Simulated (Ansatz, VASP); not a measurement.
# Two plane-wave programs on ZrC

File INCAR:

```
  PREC = Accurate
  ENCUT = 520
  EDIFF = 1E-7
  ISMEAR = 0
  SIGMA = 0.15
  LREAL = False
  LASPH = True
  NELM = 60
  ALGO = Normal
  ISIF = 2
  LWAVE = False
  LCHARG = False
  GGA = PS
  NBANDS = 15
```

File KPOINTS:

```
regular mesh
0
Gamma
  18 18 18
```

Contents of POSCAR:

```
ZrC
1.0
    0.0000000000      2.3502100000      2.3502100000
    2.3502100000      0.0000000000      2.3502100000
    2.3502100000      2.3502100000      0.0000000000
Zr C
1 1
Direct
    0.5000000000      0.5000000000      0.5000000000
   -0.0159560210     -0.0159560210      0.0159560210
```

Input for Ansatz:

```yaml
crystal:
  lattice:
    - [0.0, 2.35021, 2.35021]
    - [2.35021, 0.0, 2.35021]
    - [2.35021, 2.35021, 0.0]
  atoms:
    - { symbol: Zr, position: [0.5, 0.5, 0.5] }
    - { symbol: C, position: [-0.015956021, -0.015956021, 0.015956021] }
basis:
  ecutwfc: 420
kpoints:
  mp_grid: { grid: [18, 18, 18] }
hamiltonian:
  xc: pbesol
scf:
  occupations: { method: gaussian, width: 0.15 }
output:
  forces: true
  stress: true
  eigenvalues: true
```

Change from the starting cell: all C atoms moved +0.075 Å, as atom 2 towards its neighbour atom 1 (Zr) at 2.350 Å.

Alike in both runs: task single point; functional PBEsol; k mesh 18 × 18 × 18; occupations gaussian, width 0.15 eV; no spin polarisation.

```csv
,VASP,Ansatz
version,VASP 6.6.1,Ansatz 0.2.0
potentials or method,"VASP PAW PBE potentials, release 64 (Zr_sv, C)","scalar-relativistic, plane waves, PAW"
plane-wave cutoff (eV),520,420
valence electrons in the cell,16,16
```

Ansatz gave:

```
gap on the k mesh at the Fermi level (eV)       : none
pressure (GPa)                                  : -4.1
largest component of the traceless stress (GPa) : 0.97
rms of the force components (eV/Å)              : 0.298
```

Task: Estimate VASP's values.

Result: gap on the k mesh at the Fermi level (eV): none; pressure (GPa): -3.8; largest component of the traceless stress (GPa): 0.97; rms of the force components (eV/Å): 0.300.

Atom by atom the forces differ by 0.002 eV/Å (rms over components). A gap of «none» marks a metal or a gap that the smearing closes.

Caveats: the PAW data sets were made with another functional, which shifts forces and pressure a little (VASP).
